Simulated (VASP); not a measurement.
# Sc in VASP: notebook

Runs on Sc. Level: PBE. Tasks: single point.

Everything below comes from runs of VASP 6.6.1. Logs are shortened: lines on timing, memory, paths and dates and some standing lists are left out, and cuts for length are marked.

### Step 1. The slab as given

The cell holds a slab with vacuum, 5 atoms: a = 3.211 Å, b = 3.211 Å, c = 18.487 Å, α = 90.00°, β = 90.00°, γ = 120.00°.

The slab is cut from a database's or a generator's crystal, which needn't be the stable form of the element.

### Step 2. Single point, PBE

Contents of INCAR:

```
PREC = Accurate ; ENCUT = 460
EDIFF = 1E-7 ; ISMEAR = 1
SIGMA = 0.1 ; LREAL = False
LASPH = True ; NELM = 120
ALGO = Normal ; ISIF = 2
LWAVE = False ; LCHARG = False
LDIPOL = True ; IDIPOL = 3
DIPOL = 0.5 0.5 0.500 ; GGA = PE
NBANDS = 40 ; LVHAR = True
LVACPOTAV = True
```

Contents of KPOINTS:

```
Automatic mesh
0
Gamma
  12 12 1
```

Contents of POSCAR:

```
Sc
1.0
    3.2109718934      0.0000000000      0.0000000000
   -1.6054859467      2.7807832305      0.0000000000
    0.0000000000      0.0000000000     18.4869902896
Sc
5
Direct
    0.6666666667      0.3333333333      0.2163683724
    0.3333333333      0.6666666667      0.3581841862
    0.0000000000      0.0000000000      0.5000000000
    0.6666666667      0.3333333333      0.6418158138
    0.3333333333      0.6666666667      0.7836316276
```

Potentials or basis: VASP PAW PBE potentials, release 64 (Sc_sv).

Started as:

```bash
cat potpaw_PBE.64/Sc_sv/POTCAR > POTCAR
mpirun -np 1 vasp_std > vasp.out
```

OUTCAR:

```text
PREC = Accurate
   ENCUT = 460
   EDIFF = 1E-7
   ISMEAR = 1
   LREAL = False
   LASPH = True
   NELM = 120
   ISIF = 2
   GGA = PE

 Found     19 irreducible k-points:

 Following reciprocal coordinates:
            Coordinates               Weight
  0.000000  0.000000  0.000000      1.000000
  0.083333 -0.000000  0.000000      6.000000
  0.166667 -0.000000  0.000000      6.000000
  0.250000  0.000000  0.000000      6.000000
  0.333333 -0.000000  0.000000      6.000000
  0.416667  0.000000  0.000000      6.000000
   k-points           NKPTS =     19   k-points in BZ     NKDIM =     19   number of bands    NBANDS=     40
   number of dos      NEDOS =    301   number of ions     NIONS =      5
   total plane-waves  NPLWV =  80640
   dimension x,y,z NGX =    24 NGY =   24 NGZ =  140
   dimension x,y,z NGXF=    48 NGYF=   48 NGZF=  280
   ions per type =               5
   NGX,Y,Z   is equivalent  to a cutoff of  12.43, 12.43, 12.59 a.u.
   NGXF,Y,Z  is equivalent  to a cutoff of  24.85, 24.85, 25.18 a.u.
 SYSTEM =  unknown system
   PREC   = accura    normal or accurate (medium, high low for compatibility)
   ISTART =      0    job   : 0-new  1-cont  2-samecut
   ICHARG =      2    charge: 1-file 2-atom 10-const
   ISPIN  =      1    spin polarized calculation?
   LNONCOLLINEAR =      F non collinear calculations
   LSORBIT =      F    spin-orbit coupling
   LASPH  =      T    aspherical Exc in radial PAW
   ENCUT  =  460.0 eV  33.81 Ry    5.81 a.u.   5.62  5.62 32.33*2*pi/ulx,y,z
   NELM   =    120;   NELMIN=  2; NELMDL= -5     # of ELM steps
   EDIFF  = 0.1E-06   stopping-criterion for ELM
   LREAL  =      F    real-space projection
   EDIFFG = 0.1E-05   stopping-criterion for IOM
   NSW    =      0    number of steps for IOM
   IBRION =     -1    ionic relax: 0-MD 1-quasi-New 2-CG
   NFREE  =      0    steps in history (QN), initial steepest desc. (CG)
   ISIF   =      2    stress and relaxation
   ISYM   =      2    0-nonsym 1-usesym 2-fastsym
   POTIM  = 0.5000    time-step for ionic-motion
   TEBEG  =    0.0;   TEEND  =   0.0 temperature during run
   PSTRESS=    0.0 pullay stress
   NELECT =      55.0000    total number of electrons
   NUPDOWN=      -1.0000    fix difference up-down
   EMIN   =  10.00;   EMAX   =-10.00  energy-range for DOS
   EFERMI =   0.00;   METHOD = LEGACY
   ISMEAR =     1;   SIGMA  =   0.10  broadening in eV -4-tet -1-fermi 0-gaus
   EFERMI_NEDOS =   21; number of points for ismear=-14 and -15
   IALGO  =     38    algorithm
   IMIX   =      4    mixing-type and parameters
     AMIX     =   0.40;   BMIX     =  1.00
     AMIX_MAG =   1.60;   BMIX_MAG =  1.00
  volume/ion in A,a.u.               =      33.01       222.79
  Fermi-wavevector in a.u.,A,eV,Ry     =   1.134939  2.144723 17.525475  1.288086
  Thomas-Fermi vector in A             =   2.271643
   LORBIT       =      0    0 simple, 1 ext, 2 COOP (PROOUT), +10 PAW based schemes
   GGA     = PE    functional components
   LHFCALC =     F    Hartree Fock is set to
   AEXX    =    0.0000 exact exchange contribution
   IVDW    =     0    specifies the selected vdW correction
   LEPSILON=     F    determine dielectric tensor
   LRPA    =     F    only Hartree local field effects (RPA)
 non-spin polarized calculation
 Methfessel and Paxton  Order N= 1 SIGMA  =   0.10
  energy-cutoff  :      460.00
  volume of cell :      165.07
 maximum number of plane-waves:      3745
 NGX is ok and might be reduce to    24
   NGX = 11   NGY = 11   NGZ = 65

 dipolmoment           0.000000      0.000000      0.000000 electrons x Angstroem

 number of electron      54.9999985 magnetization

 dipolmoment           0.000000      0.000000     -0.000000 electrons x Angstroem

 Free energy of the ion-electron system (eV)
  ---------------------------------------------------
  ext. energy  EPLUGINS =         0.00000000
  ---------------------------------------------------
  free energy    TOTEN  =       -29.59970404 eV

  energy without entropy =      -29.59067269  energy(sigma->0) =      -29.59669359

 E-fermi :   1.9979     XC(G=0):  -8.0094

 val. band max:        1.9973285858   @ k =   0.2500   0.1667   0.0000
 cond. band min:       1.9980590209   @ k =   0.0833   0.0833   0.0000
 fundamental gap:      0.0007304351
 Fermi energy:         1.9978704667

 k-point     1 :       0.0000    0.0000    0.0000
  band No.  band energies     occupation
      1     -47.7175      2.00000
      2     -47.7174      2.00000
      3     -47.3007      2.00000
      4     -47.2359      2.00000
      5     -47.2252      2.00000
      6     -26.4419      2.00000
      7     -26.4395      2.00000
      8     -26.1363      2.00000
      9     -26.1363      2.00000
     10     -26.1362      2.00000
     11     -26.1362      2.00000
     12     -26.0744      2.00000
     13     -25.8750      2.00000
     14     -25.7522      2.00000
     15     -25.7522      2.00000
     16     -25.7414      2.00000
     17     -25.6830      2.00000
     18     -25.6830      2.00000
     19     -25.6762      2.00000
     20     -25.6762      2.00000
     21      -3.0927      2.00000
     22      -2.5533      2.00000
     23      -1.8125      2.00000
     24      -0.8869      2.00000
     25      -0.1224      2.00000
     26       1.9277      1.92115
     27       2.1818     -0.02594
     28       2.3422     -0.00001
     29       2.5878     -0.00000
     30       3.0670     -0.00000
     31       3.4444     -0.00000
     32       3.4444     -0.00000
     33       3.4757     -0.00000
     34       3.4758     -0.00000
     35       3.4809     -0.00000
     36       3.6697     -0.00000
     37       3.6706     -0.00000
     38       3.7417     -0.00000
     39       3.8155     -0.00000

 k-point     2 :       0.0833   -0.0000    0.0000
  band No.  band energies     occupation
      1     -47.7142      2.00000
      2     -47.7142      2.00000
      3     -47.2968      2.00000
      4     -47.2327      2.00000
      5     -47.2226      2.00000
      6     -26.4371      2.00000
      7     -26.4352      2.00000
      8     -26.1620      2.00000
      9     -26.1613      2.00000
     10     -26.1419      2.00000
     11     -26.1419      2.00000
     12     -26.0669      2.00000
     13     -25.8773      2.00000
     14     -25.7716      2.00000
     15     -25.7586      2.00000
     16     -25.7473      2.00000
     17     -25.7022      2.00000
     18     -25.6990      2.00000
     19     -25.6886      2.00000
     20     -25.6809      2.00000
     21      -2.9307      2.00000
     22      -2.3956      2.00000
     23      -1.6600      2.00000
     24      -0.7401      2.00000
     25       0.0242      2.00000
     26       1.9615      1.57339
     27       2.1563     -0.04758
     28       2.2828     -0.00042
     29       2.5461     -0.00000
     30       3.0101     -0.00000
     31       3.3010     -0.00000
     32       3.3223     -0.00000
     33       3.4887     -0.00000
     34       3.5516     -0.00000
     35       3.5534     -0.00000
     36       3.5867     -0.00000
     37       3.6856     -0.00000
     38       3.7634     -0.00000
     39       3.8085     -0.00000

 k-point     3 :       0.1667   -0.0000    0.0000
  band No.  band energies     occupation
      1     -47.7053      2.00000
      2     -47.7053      2.00000
      3     -47.2863      2.00000
      4     -47.2239      2.00000
      5     -47.2153      2.00000
      6     -26.4244      2.00000
      7     -26.4233      2.00000
      8     -26.2292      2.00000
      9     -26.2285      2.00000
     10     -26.1571      2.00000
     11     -26.1571      2.00000
     12     -26.0493      2.00000
     13     -25.8991      2.00000
     14     -25.8122      2.00000
     15     -25.7824      2.00000
     16     -25.7760      2.00000
     17     -25.7631      2.00000
     18     -25.7295      2.00000
     19     -25.7037      2.00000
     20     -25.6939      2.00000
     21      -2.4636      2.00000
     22      -1.9442      2.00000
     23      -1.2288      2.00000
     24      -0.3340      2.00000
     25       0.4235      2.00000
     26       1.9330      1.88124
     27       2.0205      0.62811
     28       2.2417     -0.00304
     29       2.4658     -0.00000
     30       2.8353     -0.00000
     31       2.9654     -0.00000
     32       3.0197     -0.00000
     33       3.2364     -0.00000
     34       3.3983     -0.00000
     35       3.6164     -0.00000
     36       3.8294     -0.00000
     37       3.8839     -0.00000
     38       3.8889     -0.00000
     39       3.9766     -0.00000

 k-point     4 :       0.2500    0.0000    0.0000
  band No.  band energies     occupation
      1     -47.6931      2.00000
      2     -47.6930      2.00000
      3     -47.2719      2.00000
      4     -47.2118      2.00000
      5     -47.2054      2.00000
      6     -26.4079      2.00000
      7     -26.4074      2.00000
      8     -26.3184      2.00000
      9     -26.3181      2.00000
     10     -26.1779      2.00000
     11     -26.1779      2.00000
     12     -26.0301      2.00000
     13     -25.9669      2.00000
     14     -25.8617      2.00000
     15     -25.8518      2.00000
     16     -25.8117      2.00000
     17     -25.7995      2.00000
     18     -25.7454      2.00000
     19     -25.7242      2.00000
     20     -25.7118      2.00000
     21      -1.7494      2.00000
     22      -1.2688      2.00000
     23      -0.6088      2.00000
     24       0.2075      2.00000
     25       0.9238      2.00000
     26       1.6839      2.00008
     27       1.9359      1.85741
     28       2.1334     -0.06652
     29       2.3753     -0.00000
     30       2.5350     -0.00000
     31       2.6216     -0.00000
     32       2.7126     -0.00000
     33       2.9842     -0.00000
     34       3.3608     -0.00000
     35       3.6782     -0.00000
     36       3.9163     -0.00000
     37       4.0549      0.00000
     38       4.1041      0.00000
     39       4.1431      0.00000

 k-point     5 :       0.3333   -0.0000    0.0000
  band No.  band energies     occupation
      1     -47.6808      2.00000
      2     -47.6808      2.00000
      3     -47.2572      2.00000
      4     -47.1997      2.00000
      5     -47.1957      2.00000
      6     -26.4085      2.00000
      7     -26.4083      2.00000
      8     -26.3902      2.00000
      9     -26.3900      2.00000
     10     -26.1986      2.00000
     11     -26.1985      2.00000
     12     -26.0501      2.00000
     13     -26.0299      2.00000
     14     -25.9449      2.00000
     15     -25.8909      2.00000
     16     -25.8227      2.00000
     17     -25.8186      2.00000
     18     -25.7603      2.00000
     19     -25.7446      2.00000
     20     -25.7297      2.00000
     21      -0.8953      2.00000
     22      -0.5044      2.00000
     23       0.0105      2.00000
     24       0.6211      2.00000
     25       1.2236      2.00000
     26       1.5072      2.00000
     27       1.6919      2.00013
     28       1.9568      1.63493
     29       2.2459     -0.00252
     30       2.3249     -0.00004
     31       2.4364     -0.00000
     32       2.7225     -0.00000
     33       3.0343     -0.00000
     34       3.3212     -0.00000
     35       3.5771     -0.00000
     36       3.7858     -0.00000
     37       4.0246      0.00000
     38       4.3068      0.00000
     39       4.4030      0.00000

 k-point     6 :       0.4167    0.0000    0.0000
  band No.  band energies     occupation
      1     -47.6718      2.00000
      2     -47.6718      2.00000
      3     -47.2463      2.00000
      4     -47.1908      2.00000
      5     -47.1887      2.00000
      6     -26.4704      2.00000
      7     -26.4702      2.00000
      8     -26.3818      2.00000
      9     -26.3813      2.00000
     10     -26.2136      2.00000
     11     -26.2136      2.00000
     12     -26.1130      2.00000
     13     -26.0551      2.00000
     14     -26.0052      2.00000
     15     -25.8847      2.00000
     16     -25.8395      2.00000
     17     -25.8259      2.00000
     18     -25.7728      2.00000
     19     -25.7595      2.00000
     20     -25.7429      2.00000
     21      -0.0842      2.00000
     22       0.1486      2.00000
     23       0.3772      2.00000
     24       0.7140      2.00000
     25       1.1010      2.00000
     26       1.4372      2.00000
     27       1.5156      2.00000
     28       1.7543      2.00307
     29       2.0745      0.03842
     30       2.4684     -0.00000
     31       2.5325     -0.00000
     32       2.9731     -0.00000
     33       3.1455     -0.00000
     34       3.4123     -0.00000
     35       3.4458     -0.00000
     36       3.6613     -0.00000
     37       3.9359     -0.00000
     38       4.4215      0.00000
     39       4.7381      0.00000

 [... further k-points ...]

 [bands above 39 left out]

------------------------ aborting loop because EDIFF is reached ----------------------------------------

  FORCE on cell =-STRESS in cart. coord.  units (eV):
  Direction    XX          YY          ZZ          XY          YZ          ZX
  --------------------------------------------------------------------------------------
  -------------------------------------------------------------------------------------
  Total        1.3154788      1.3154788      0.7445607      0.0000000      0.0000000      0.0000000
  in kB       12.7680498     12.7680498      7.2267133      0.0000000      0.0000000      0.0000000
  external PRESSURE =      10.9209376 kB  Pullay stress =       0.0000000 kB

 VOLUME and BASIS-vectors are now :
 -----------------------------------------------------------------------------
  energy-cutoff  :      460.00
  volume of cell :      165.07
      direct lattice vectors                 reciprocal lattice vectors
     3.210971893  0.000000000  0.000000000     0.311432187  0.179805457  0.000000000
    -1.605485947  2.780783230  0.000000000     0.000000000  0.359610914  0.000000000
     0.000000000  0.000000000 18.486990290     0.000000000  0.000000000  0.054092093

 POSITION                                       TOTAL-FORCE (eV/Angst)
 -----------------------------------------------------------------------------------
      1.60549      0.92693      4.00000        -0.000000      0.000000      0.029636
     -0.00000      1.85386      6.62175        -0.000000      0.000000     -0.248860
      0.00000      0.00000      9.24350        -0.000000      0.000000     -0.000000
      1.60549      0.92693     11.86524         0.000000      0.000000      0.248860
     -0.00000      1.85386     14.48699         0.000000      0.000000     -0.029636
 -----------------------------------------------------------------------------------
    total drift:                               -0.000000     -0.000000      0.000000

  FREE ENERGIE OF THE ION-ELECTRON SYSTEM (eV)
  ---------------------------------------------------
  free  energy   TOTEN  =       -29.5997040366 eV

  energy  without entropy=      -29.5906726900  energy(sigma->0) =      -29.59669359
```

Wall time 2.4 min (1 thread of Intel Xeon Platinum 8488C (Sapphire Rapids), shared host); peak memory 0.28 GiB.

The run converged, but some of its settings lie outside the range that counts as converged, so its numbers aren't taken as properties of the slab.

What came out:

```yaml
Free_energy: -29.5997 eV
Largest_force: 0.249 eV/Å
Band_gap_on_the_k_mesh: none (metal or under the smearing width)
```

### Step 3. Single point, PBE

This run uses another cell than the first one, of 36.59 Å³/atom, 1.108 times its volume.

INCAR is that of step 2.

KPOINTS is that of step 2.

Contents of POSCAR:

```
Sc
1.0
    3.2109718934      0.0000000000      0.0000000000
   -1.6054859467      2.7807832305      0.0000000000
    0.0000000000      0.0000000000     20.4869902896
Sc
5
Direct
    0.6666666667      0.3333333333      0.2440573227
    0.3333333333      0.6666666667      0.3720286613
    0.0000000000      0.0000000000      0.5000000000
    0.6666666667      0.3333333333      0.6279713387
    0.3333333333      0.6666666667      0.7559426773
```

Potentials or basis: VASP PAW PBE potentials, release 64 (Sc_sv).

Started as:

```bash
cat potpaw_PBE.64/Sc_sv/POTCAR > POTCAR
mpirun -np 1 vasp_std > vasp.out
```

Run time: 2.6 min. Hardware: 1 thread of Intel Xeon Platinum 8488C (Sapphire Rapids), shared host; peak memory 0.31 GiB.

The run converged, but some of its settings lie outside the range that counts as converged, so its numbers aren't taken as properties of the slab.

Results:

* Free energy: -29.5934 eV
* Largest force: 0.248 eV/Å
* Band gap on the k mesh: none (metal or under the smearing width)

### Step 4. Single point, PBE

This run uses another cell than the first one, of 40.16 Å³/atom, 1.216 times its volume.

INCAR, as its differences from that of step 3:

```diff
@@ -2,3 +2,3 @@
 EDIFF = 1E-7 ; ISMEAR = 1
-SIGMA = 0.1 ; LREAL = False
+SIGMA = 0.3 ; LREAL = False
 LASPH = True ; NELM = 120
```

KPOINTS is that of step 3.

Contents of POSCAR:

```
Sc
1.0
    3.2109718934      0.0000000000      0.0000000000
   -1.6054859467      2.7807832305      0.0000000000
    0.0000000000      0.0000000000     22.4869902896
Sc
5
Direct
    0.6666666667      0.3333333333      0.2668209450
    0.3333333333      0.6666666667      0.3834104725
    0.0000000000      0.0000000000      0.5000000000
    0.6666666667      0.3333333333      0.6165895275
    0.3333333333      0.6666666667      0.7331790550
```

Started as:

```bash
cat potpaw_PBE.64/Sc_sv/POTCAR > POTCAR
mpirun -np 1 vasp_std > vasp.out
```

Run time: 3.2 min. Hardware: 1 thread of Intel Xeon Platinum 8488C (Sapphire Rapids), shared host; peak memory 0.32 GiB.

These settings aren't checked as converged: the numbers below hold their error.

What came out:

```
Free energy                     : -29.6030 eV
Largest force                   : 0.249 eV/Å
Band gap on the k mesh          : none (metal or under the smearing width)
Work function of the upper face : 3.68 eV
Work function of the lower face : 3.68 eV
```

### Step 5. Single point, PBE

This run uses another cell than the first one, of 40.16 Å³/atom, 1.216 times its volume.

INCAR, as its differences from that of step 4:

```diff
@@ -1,4 +1,4 @@
 PREC = Accurate ; ENCUT = 460
-EDIFF = 1E-7 ; ISMEAR = 1
-SIGMA = 0.3 ; LREAL = False
+EDIFF = 1E-5 ; ISMEAR = 1
+SIGMA = 0.1 ; LREAL = False
 LASPH = True ; NELM = 120
```

KPOINTS is that of step 4.

POSCAR is that of step 4.

Started as:

```bash
cat potpaw_PBE.64/Sc_sv/POTCAR > POTCAR
mpirun -np 1 vasp_std > vasp.out
```

Wall time 3 min (1 thread of Intel Xeon Platinum 8488C (Sapphire Rapids), shared host); peak memory 0.31 GiB.

The run converged, but some of its settings lie outside the range that counts as converged, so its numbers aren't taken as properties of the slab.

What came out:

- Free energy: -29.5934 eV
- Largest force: 0.248 eV/Å
- Band gap on the k mesh: none (metal or under the smearing width)
- Work function of the upper face: 3.60 eV
- Work function of the lower face: 3.60 eV
